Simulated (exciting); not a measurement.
Ta:

```
CELL_PARAMETERS angstrom
2.90037 0.00000 0.00000
-1.45019 2.51180 0.00000
0.00000 0.00000 5.16627
ATOMIC_POSITIONS crystal
Ta 0.32310 0.65265 0.24621
Ta 0.69032 0.33686 0.75324
```

This isn't the form of Ta at room conditions, which is bcc.

The cell isn't the ideal one: atoms moved at random, drawn with an rms of 0.05 Å.

| Property | Result |
| --- | --- |
| Program | exciting (release sodium) |
| Task | relaxation of the atoms |
| Functional | BP86 |
| Potentials or basis | all-electron LAPW+lo, shipped species files, valence relativity iora* |
| rgkmax | 9 |
| k mesh | 4 × 4 × 3 |
| Occupations | gaussian, width 0.0272 eV |
| Spin | no spin polarisation |

At the start: volume 18.82 Å³/atom.

**Question.** Where does the relaxation end?

**Answer.** Over 5 steps the energy falls by 4.6 meV/atom; space group Cmcm (No. 63, to 0.05 Å).

Step by step:
```csv
step,energy change (eV),largest force (eV/Å)
1,0.0000,0.3476
2,-0.0023,0.2858
3,-0.0077,0.0693
4,-0.0082,0.0616
5,-0.0092,0.0124
```

Final structure:
```
Ta
1.0
     2.90037    0.00000    0.00000
    -1.45019    2.51180    0.00000
     0.00000    0.00000    5.16627
Ta
2
Cartesian
  -0.0374 1.6234 1.2908
  1.5418 0.8621 3.8727
```

Caveat: the k mesh is coarse (spacing up to 0.63 Å⁻¹), so the values aren't converged.
